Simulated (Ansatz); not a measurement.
# Phases of SnSe at 10 GPa

Structure types of SnSe are relaxed in primitive cells with their symmetry kept at 10 GPa, on PAW files; LAPW relaxes the small cells further and takes the PAW cell for the others (marked *). The enthalpy is E + pV at zero temperature, without zero-point motion. Only the types listed were tried, and differences under about 5 meV/atom are mesh noise. The real phase may be another.

All numbers are PBE results (scalar-relativistic) from Ansatz 0.2.0, with Fermi–Dirac smearing of 0.1 eV, no spin polarisation. Methods: LAPW: all electrons, basis error target 0.5 meV/atom; PAW: frozen-core files, cutoff 420 eV.

k meshes: rocksalt 13×13×13, CsCl 13×13×13, zincblende 12×12×12, wurtzite 9×9×5, NiAs 10×10×6.

Spin–orbit coupling is left out, which matters for the heavy atoms.

Question: Which type is lowest in enthalpy, and by how much?

Answer: rocksalt, 56 meV/atom below NiAs. The whole table:

```csv
start type,ends as,"a, b, c (Å)",V (Å³/atom),"H − H(lowest), LAPW (meV/atom)","same, PAW"
rocksalt,"rocksalt, Fm-3m","5.765, 5.765, 5.765",23.94,0.0,0.0
CsCl,"CsCl, Pm-3m","3.501, 3.501, 3.501",21.45,78.4,78.7
zincblende,"zincblende, F-43m","6.282, 6.282, 6.282",30.99,774.0,773.8
wurtzite*,"flat h-MgO, P6_3/mmc","4.796, 4.796, 5.748",28.63,436.4,436.4
NiAs*,"NiAs, P6_3/mmc","3.757, 3.757, 7.657",23.40,56.0,56.1
```

Question: Split the lead of rocksalt over NiAs into energy and pV.

Answer: For NiAs less rocksalt: ΔE = +90.2 meV/atom, and p·ΔV = 10 GPa × -0.5477 Å³ × 6.242 meV/(GPa·Å³) = -34.2 meV/atom, together 56.0 meV/atom. rocksalt wins by its internal energy, though it is the less dense.

Question: Would NiAs gain on rocksalt at higher pressure?

Answer: Yes: dH/dp = V, and its volume is smaller by 0.55 Å³/atom. Held constant, that would close the gap after about 16 GPa more, a rough figure, since the volume difference changes with pressure.
